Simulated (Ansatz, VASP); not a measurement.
**One calculation of TaN, two programs**

INCAR

```
SYSTEM = TaN
ALGO = Normal
EDIFF = 1E-6
ENCUT = 520
GGA = PE
ISIF = 2
ISMEAR = -1
LASPH = .True.
LCHARG = .True.
LELF = .True.
LREAL = .False.
LVHAR = .True.
LWAVE = .False.
NBANDS = 24
NELM = 60
PREC = Accurate
SIGMA = 0.05
```

File KPOINTS:

```
k-points
0
Gamma
  10 10 6
  0 0 0
```

File POSCAR:

```
TaN
1.0
    3.1098211884      0.0000000000      0.0000000000
   -1.5549105942      2.6931841522      0.0000000000
    0.0000000000      0.0000000000      5.0368889028
Ta N
2 2
Direct
    0.3333333333      0.6666666667      0.0000000000
    0.6666666667      0.3333333333      0.5000000000
    0.3333333333      0.6666666667      0.3850000000
    0.6666666667      0.3333333333      0.8850000000
```

The input input.yaml:

```yaml
crystal:
  lattice:
    - [3.1098211884, 0.0, 0.0]
    - [-1.5549105942, 2.6931841522, 0.0]
    - [0.0, 0.0, 5.0368889028]
  atoms:
    - { symbol: Ta, position: [0.3333333333, 0.6666666667, 0.0] }
    - { symbol: Ta, position: [0.6666666667, 0.3333333333, 0.5] }
    - { symbol: "N", position: [0.3333333333, 0.6666666667, 0.385] }
    - { symbol: "N", position: [0.6666666667, 0.3333333333, 0.885] }
hamiltonian:
  xc: pbe
  pseudopotentials: { kind: paw }
kpoints:
  mp_grid: { grid: [10, 10, 6] }
scf:
  occupations: { method: fermi_dirac, width: 0.05 }
output:
  forces: true
  stress: true
  eigenvalues: true
```

Alike in both runs: task single point; functional PBE; k mesh 10 × 10 × 6; occupations fermi-dirac, width 0.05 eV; no spin polarisation.

|  | VASP | Ansatz |
| --- | --- | --- |
| version | VASP 6.6.1 | Ansatz 0.2.0 |
| potentials or method | VASP PAW PBE potentials, release 64 (Ta_pv, N) | Ansatz PAW |
| plane-wave cutoff (eV) | 520 | 420 |
| valence electrons in the cell | 32 | 36 |

|  | VASP | Ansatz | Ansatz less VASP |
| --- | --- | --- | --- |
| gap on the k mesh at the Fermi level (eV) | none | none | - |
| rms of the force components (eV/Å) | 1.284 | 1.261 | -0.0228 |

Atom by atom the forces differ by 0.023 eV/Å (rms over components). A gap of «none» marks a metal or a gap that the smearing closes. The functional is the same, so the differences come from potentials, cutoffs and numerics. The two sets of potentials don't hold the same shells in valence.

Caveats: forces of over 1 eV/Å show positions far from the minimum, so gaps and moduli don't describe the material at rest. Spin-orbit coupling is left out, which matters for the levels of Ta.
